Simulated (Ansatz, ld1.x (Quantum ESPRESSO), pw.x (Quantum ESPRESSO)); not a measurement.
# From atom to crystal: TM potential for Al (Z = 13)

Al, norm-conserving Troullier–Martins (Kleinman–Bylander form), made with ld1.x (Quantum ESPRESSO) 7.5 (PBE, scalar-relativistic). Core [Ne], reference 3s2 3p1. Waves: 3s (bound): rc 2.90 bohr; 3d channel at 0.05 Ry: rc 2.98 bohr; 3p (bound): rc 3.12 bohr. Local part: the p channel. Core correction: none.

Atomic tests: cutoffs needed: 6 Ry and 15 Ry (the cutoffs (Ry, on a coarse ladder) from which the occupation-weighted sum of valence levels, in a spherical-Bessel basis at the reference potential, stays within 10 and 1 mRy of its value at 400 Ry); ghost test: no extra level below or beside the all-electron valence levels (s, d, p, f tested) (spherical-Bessel basis up to 400 Ry, 20 bohr box); largest excitation error: +16 meV (all-electron minus pseudo) for 3s0 3p3, out of 7 test configurations.

Crystal test: bcc Al in pw.x 7.5, no spin, 14³ k-points, Fermi–Dirac smearing 0.01 Ry, cutoffs 35/140 Ry. The reference is all-electron LAPW (Ansatz 0.2.0) with the same functional, mesh and smearing; V0 and B0 come from Birch–Murnaghan fits to the pressures at five volumes. Errors are pseudo minus all-electron; Δ is the rms difference of the E(V) curves that follow from these fits, minima aligned, over ±6 % about the mean V0. Mesh and smearing are coarse, so the numbers serve the comparison and aren't converged zero-temperature values; the lattice is a test structure that the element need not adopt.

All-electron: a0 = 3.237 Å (V0 = 16.96 Å³/atom), B0 = 68.4 GPa.

How far does the potential miss the all-electron equation of state?

mean pressure error (GPa): +0.32; a0 (Å): 3.242; a0 error (%): +0.16; B0 error (%): -1.9; Δ (meV/atom): 1.2. The largest radius (3.12 bohr) exceeds half the bond length (2.65 bohr), so the spheres overlap, which is one possible source of error among others.

| V (Å³/atom) | P all-electron (GPa) | P pseudo (GPa) |
| --- | --- | --- |
| 16.098 | 4.02 | 4.34 |
| 16.521 | 1.91 | 2.24 |
| 16.945 | 0.07 | 0.40 |
| 17.369 | -1.53 | -1.21 |
| 17.792 | -2.94 | -2.63 |

At the middle volume, how do free energy and pressure move when the wave cutoff is lowered (ecutrho kept at four times it)?

```tsv
cutoff (Ry)	shift of F (meV/atom)	shift of P (GPa)
16	+4.4	-0.19
21	+0.6	-0.02
28	+0.3	-0.01
```

The run at the middle volume (104 k-points, 6 iterations) took about 2.2 s on one core of a shared host (Neoverse-V1, 32 threads, 247 GiB, load 24).
